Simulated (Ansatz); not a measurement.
# NiO: the cost of one run

Method: DFT PBE, PAW, plane waves, scalar-relativistic, in Ansatz 0.2.0.

## (1) The structure to begin with

The structure is cubic, space group Fm-3m (No. 225). Conventional cell: a = 4.200 Å, b = 4.200 Å, c = 4.200 Å, α = 90.00°, β = 90.00°, γ = 90.00°. Ni (site symmetry m-3m) has 6 O at 2.10 Å in its first shell of neighbours. O (site symmetry m-3m) is surrounded by 6 Ni at 2.10 Å.

Coordinates:

```
CELL_PARAMETERS angstrom
-2.09993 -2.09993 -4.19986
2.09993 -2.09993 0.00000
-2.09993 -2.09993 0.00000
ATOMIC_POSITIONS crystal
Ni 0.00000 0.00000 0.00000
Ni 0.50000 0.50000 0.00000
O 0.00000 0.50000 0.50000
O 0.50000 0.00000 0.50000
```

Atoms are counted from 1 in the order of input.yaml (O4 and so on).

Known so far: 9 plain starts ended in 3 states. The lowest came from “parallel moments, spin not held back in the first iterations, no switch to direct minimisation [Ni1 2.00, Ni2 2.00 μB]”: ferromagnetic, site moments Ni1 1.45, Ni2 1.45, O3 0.30, O4 0.30 μB, total 3.61 μB per cell, no gap on the k-mesh, free energy -12811.3559 eV.

Runs to come: parallel moments, default search for lower states; opposed moments +-, default search for lower states; the moments typed in its input, symmetry off, plain SCF; the moments typed in its input, standard search for lower states; the moments typed in its input, symmetry off, default search.

A plain SCF has the search for lower states switched off and ends at the first converged state. The default search lets the program follow hints of a lower state (another filling of open shells, a soft direction), where it sees any. The standard and full searches may also try other magnetic orders and fillings, and need not reach the lowest state. With a search on, the program may also reshape the start on open shells. Ends within 0.2 meV/atom and 0.1 μB count as one state.

Site moments are integrals over atomic spheres and don't add up to the total.

## (2) Parallel moments, default search for lower states

The input, input.yaml:

```yaml
crystal:
  lattice:
    - [-2.09993, -2.09993, -4.19986]
    - [2.09993, -2.09993, 0.0]
    - [-2.09993, -2.09993, 0.0]
  atoms:
    - { symbol: Ni, position: [0.0, 0.0, 0.0], spin: 2.0 }
    - { symbol: Ni, position: [0.5, 0.5, 0.0], spin: 2.0 }
    - { symbol: O, position: [0.0, 0.5, 0.5] }
    - { symbol: O, position: [0.5, 0.0, 0.5] }
magnetization:
  spin_polarized: true
hamiltonian:
  xc: pbe
  pseudopotentials: { kind: paw }
basis:
  ecutwfc: 420
kpoints:
  mp_grid: { grid: [5, 8, 9] }
scf:
  occupations: { method: fermi_dirac, width: 0.03 }
output:
  forces: true
  stress: true
```

The run is started by

```
ansatz run input.yaml --threads 2 --pin off --max-ram 5120MiB --backend cpu --events-out ev --progress --plain --runs-dir out
```

Q: Estimate wall time and peak memory on 2 threads of Arm Neoverse V2, shared host.

About 13 s, with a peak of 0.48 GiB.
